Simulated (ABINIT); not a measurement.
Ge in ABINIT: the effect of potentials

Crystal: Ge.

```
CELL_PARAMETERS angstrom
0.00000 2.82891 2.82891
2.82891 0.00000 2.82891
2.82891 2.82891 0.00000
ATOMIC_POSITIONS crystal
Ge 0.75000 0.75000 0.75000
Ge 0.50000 0.50000 0.50000
```

Alike in all runs:

```yaml
Program: ABINIT 10.8.3 (patched build)
Task: band structure
Functional: r2SCAN
k_mesh: 8 × 8 × 8
Occupations: fermi-dirac, width 0.05 eV
Spin: no spin polarisation
```

```csv
potentials,cutoff,gap on the mesh (eV),pressure (GPa)
"Ansatz PAW PBE default generated set, frozen core",490 eV,0.44,0.5
JTH PAW PBE v2.0,707 eV,0.40,0.9
SG15 NC PBE v1.2,707 eV,none,-1.9
PseudoDojo NC SR PBE v0.4.1 standard,1306 eV,?,?
```

What does the run with potentials PseudoDojo NC SR PBE v0.4.1 standard give?

gap on the mesh 0.09 eV; pressure -0.3 GPa.

Caveats: the PAW data sets were made with another functional, which shifts forces and pressure a little (some runs); the potentials were made for another functional, which shifts forces and pressure (some runs); the atomic spheres overlap (some runs); a meta-GGA on potentials with a model core is unreliable (some runs).

A gap of «none» marks a metal or a gap under the smearing width.
